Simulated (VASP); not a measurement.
Method: PBE0 hybrid, VASP's PBE PAW potentials (set 64) (plane waves; VASP).

Input for VASP

### INCAR
```
AEXX = 0.25
ALGO = Normal
EDIFF = 1E-6
ENCUT = 400
GGA = PE
HFRCUT = -1
ISIF = 2
ISMEAR = 0
ISYM = 3
LASPH = .TRUE.
LCHARG = .FALSE.
LHFCALC = .TRUE.
LMAXMIX = 4
LREAL = .FALSE.
LWAVE = .FALSE.
NELM = 100
PREC = Accurate
PRECFOCK = Fast
SIGMA = 0.01
SYSTEM = BaF2
```

KPOINTS:
```
Automatic mesh
0
Gamma
5 5 5
0 0 0
```

File POSCAR:
```
BaF2
1
    0.0000000000     3.0646160000     3.0646160000
    3.0646160000     0.0000000000     3.0646160000
    3.0646160000     3.0646160000     0.0000000000
Ba F
1 2
Direct
  0.0000000000   0.0000000000   0.0000000000
  0.2500000000   0.2500000000   0.2500000000
  0.7500000000   0.7500000000   0.7500000000
```

POTCAR, in this order: Ba_sv F (PBE.64 set). Program: vasp_std.

The resulting files:

**OUTCAR**
```
 ion  position               nearest neighbor table
   1  0.000  0.000  0.000-   3 2.65   3 2.65   3 2.65   2 2.65   2 2.65   2 2.65   3 2.65   2 2.65
  LATTYP: Found a face centered cubic cell.
 ALAT       =     6.1292320000
 Subroutine PRICEL returns:
 Original cell was already a primitive cell.
 Subroutine GETGRP returns: Found 48 space group operations
The static configuration has the point symmetry O_h .
The dynamic configuration has the point symmetry O_h .
 Subroutine INISYM returns: Found 48 space group operations
 Subroutine IBZKPT returns following result:
 Found     10 irreducible k-points:

 Following reciprocal coordinates:
            Coordinates               Weight
  0.000000  0.000000  0.000000      1.000000
  0.200000  0.000000  0.000000      8.000000
  0.400000  0.000000  0.000000      8.000000
  0.200000  0.200000  0.000000      6.000000
  0.400000  0.200000  0.000000     24.000000
 -0.400000  0.200000  0.000000     24.000000
 -0.200000  0.200000  0.000000     12.000000
  0.400000  0.400000  0.000000      6.000000
 -0.400000  0.400000  0.000000     12.000000
 -0.400000  0.400000  0.200000     24.000000
 Subroutine IBZKPT_HF returns following result:
   k-points           NKPTS =     10   k-points in BZ     NKDIM =    125   number of bands    NBANDS=     16
   number of dos      NEDOS =    301   number of ions     NIONS =      3
   total plane-waves  NPLWV =  21952
   dimension x,y,z NGX =    28 NGY =   28 NGZ =   28
   dimension x,y,z NGXF=    56 NGYF=   56 NGZF=   56
   ions per type =               1   2
   PREC   = accura    normal or accurate (medium, high low for compatibility)
   ISTART =      0    job   : 0-new  1-cont  2-samecut
   ICHARG =      2    charge: 1-file 2-atom 10-const
   ISPIN  =      1    spin polarized calculation?
   LNONCOLLINEAR =      F non collinear calculations
   LSORBIT =      F    spin-orbit coupling
   INIWAV =      1    electr: 0-lowe 1-rand  2-diag
   ENCUT  =  400.0 eV  29.40 Ry    5.42 a.u.   7.07  7.07  7.07*2*pi/ulx,y,z
   NELM   =    100;   NELMIN=  2; NELMDL= -5     # of ELM steps
   EDIFF  = 0.1E-05   stopping-criterion for ELM
   LREAL  =      F    real-space projection
   NLSPLINE    = F    spline interpolate recip. space projectors
   LMAXMIX     =    4 max onsite mixed and CHGCAR
   VOSKOWN=      0    Vosko Wilk Nusair interpolation
   EDIFFG = 0.1E-04   stopping-criterion for IOM
   NSW    =      0    number of steps for IOM
   NBLOCK =      1;   KBLOCK =      1    inner block; outer block
   IBRION =     -1    ionic relax: 0-MD 1-quasi-New 2-CG
   NFREE  =      0    steps in history (QN), initial steepest desc. (CG)
   ISIF   =      2    stress and relaxation
   ISYM   =      3    0-nonsym 1-usesym 2-fastsym
   TEIN   =    0.0    initial temperature
   TEBEG  =    0.0;   TEEND  =   0.0 temperature during run
   SMASS  =  -3.00    Nose mass-parameter (am)
   PSTRESS=    0.0 pullay stress
   NELECT =      24.0000    total number of electrons
   EFERMI =   0.00;   METHOD = LEGACY
   ISMEAR =     0;   SIGMA  =   0.01  broadening in eV -4-tet -1-fermi 0-gaus
   IALGO  =     38    algorithm
   LDIAG  =      T    sub-space diagonalisation (order eigenvalues)
   IMIX   =      1    mixing-type and parameters
     AMIX     =   0.40;   BMIX     =  1.00
     AMIX_MAG =   1.60;   BMIX_MAG =  1.00
     AMIN     =   0.10
   GGA     = PE    functional components
   VOSKOWN =     0    Vosko Wilk Nusair interpolation
   LHFCALC =     T    Hartree Fock is set to
   NKREDX  =     1    reduce k-point grid by
   AEXX    =    0.2500 exact exchange contribution
   HFSCREEN=    0.0000 screening length (either q_TF or 0.3 A-1)
   HFRCUT  =   -1.0000 spherical cutoff for potential kernel
   AGGAX   =    0.7500 GGA exchange part
   ALDAC   =    1.0000 LDA correlation
...
```

### OSZICAR
```
       N       E                     dE             d eps       ncg     rms          rms(c)
DAV:   1    -0.124665195636E+04   -0.12467E+04   -0.11776E+04   320   0.115E+03
DAV:   2    -0.139998041709E+04   -0.15333E+03   -0.14844E+03   400   0.282E+02
DAV:   3    -0.140496087467E+04   -0.49805E+01   -0.49765E+01   424   0.565E+01
DAV:   4    -0.140500266996E+04   -0.41795E-01   -0.41785E-01   440   0.440E+00
DAV:   5    -0.233414769987E+02    0.13817E+04   -0.35494E+00   384   0.182E+01    0.911E+00
DAV:   6    -0.209304843584E+02    0.24110E+01   -0.82198E+00   320   0.275E+01    0.444E+00
DAV:   7    -0.211555520709E+02   -0.22507E+00   -0.17403E+00   360   0.983E+00    0.356E+00
DAV:   8    -0.211195938306E+02    0.35958E-01   -0.71287E-02   416   0.263E+00    0.182E+00
DAV:   9    -0.211130734566E+02    0.65204E-02   -0.51724E-02   352   0.210E+00    0.839E-01
DAV:  10    -0.211171018076E+02   -0.40284E-02   -0.33255E-03   360   0.632E-01    0.502E-01
DAV:  11    -0.211199866130E+02   -0.28848E-02   -0.17154E-03   328   0.365E-01    0.327E-01
DAV:  12    -0.211223492917E+02   -0.23627E-02   -0.91487E-04   352   0.253E-01    0.210E-01
DAV:  13    -0.211237985106E+02   -0.14492E-02   -0.29259E-04   328   0.146E-01    0.129E-01
DAV:  14    -0.211246069720E+02   -0.80846E-03   -0.13858E-04   344   0.986E-02    0.797E-02
DAV:  15    -0.211250432464E+02   -0.43627E-03   -0.74046E-05   328   0.674E-02    0.506E-02
DAV:  16    -0.211252741085E+02   -0.23086E-03   -0.41249E-05   328   0.473E-02    0.328E-02
DAV:  17    -0.211253947084E+02   -0.12060E-03   -0.22755E-05   328   0.343E-02    0.216E-02
DAV:  18    -0.211254568755E+02   -0.62167E-04   -0.12186E-05   320   0.250E-02    0.142E-02
DAV:  19    -0.211254885197E+02   -0.31644E-04   -0.63619E-06   312   0.182E-02    0.943E-03
DAV:  20    -0.211255044715E+02   -0.15952E-04   -0.32470E-06   304   0.131E-02    0.631E-03
DAV:  21    -0.211255124514E+02   -0.79798E-05   -0.16217E-06   304   0.930E-03    0.425E-03
DAV:  22    -0.211255164242E+02   -0.39728E-05   -0.80564E-07   280   0.667E-03    0.288E-03
DAV:  23    -0.211255183940E+02   -0.19698E-05   -0.40100E-07   280   0.482E-03    0.196E-03
DAV:  24    -0.211255193690E+02   -0.97500E-06   -0.20223E-07   264   0.345E-03
   1 F= -.21125519E+02 E0= -.21125519E+02  d E =-.838289E-60
```

**OUTCAR**
```
------------------------ aborting loop because EDIFF is reached ----------------------------------------
  FORCE on cell =-STRESS in cart. coord.  units (eV):
  Direction    XX          YY          ZZ          XY          YZ          ZX
  --------------------------------------------------------------------------------------
  Total       -0.8643658     -0.8643658     -0.8643658     -0.0000000     -0.0000000     -0.0000000
  in kB      -24.0574710    -24.0574710    -24.0574710     -0.0000000     -0.0000000     -0.0000000
  external PRESSURE =     -24.0574710 kB  Pullay stress =       0.0000000 kB
  volume of cell :       57.56
      direct lattice vectors                 reciprocal lattice vectors
     0.000000000  3.064616000  3.064616000    -0.163152578  0.163152578  0.163152578
     3.064616000  0.000000000  3.064616000     0.163152578 -0.163152578  0.163152578
     3.064616000  3.064616000  0.000000000     0.163152578  0.163152578 -0.163152578
 POSITION                                       TOTAL-FORCE (eV/Angst)
 -----------------------------------------------------------------------------------
      0.00000      0.00000      0.00000         0.000000      0.000000      0.000000
      1.53231      1.53231      1.53231        -0.000000     -0.000000      0.000000
      4.59692      4.59692      4.59692        -0.000000     -0.000000     -0.000000
 -----------------------------------------------------------------------------------
    total drift:                               -0.000000     -0.000000      0.000000
  FREE ENERGIE OF THE ION-ELECTRON SYSTEM (eV)
  ---------------------------------------------------
  free  energy   TOTEN  =       -21.1255193690 eV

  energy  without entropy=      -21.1255193690  energy(sigma->0) =      -21.12551937

  exchange ACFDT corr.  =         0.00000000  see jH, gK, PRB 81, 115126
```
(Selected blocks of OUTCAR.)

At this cut-off the stress carries a Pulay error, which pulls relaxed volumes low.

The structure comes from a computed database's BaF2 entry; how it stands against other phases isn't given here. The cell was not relaxed at this level.
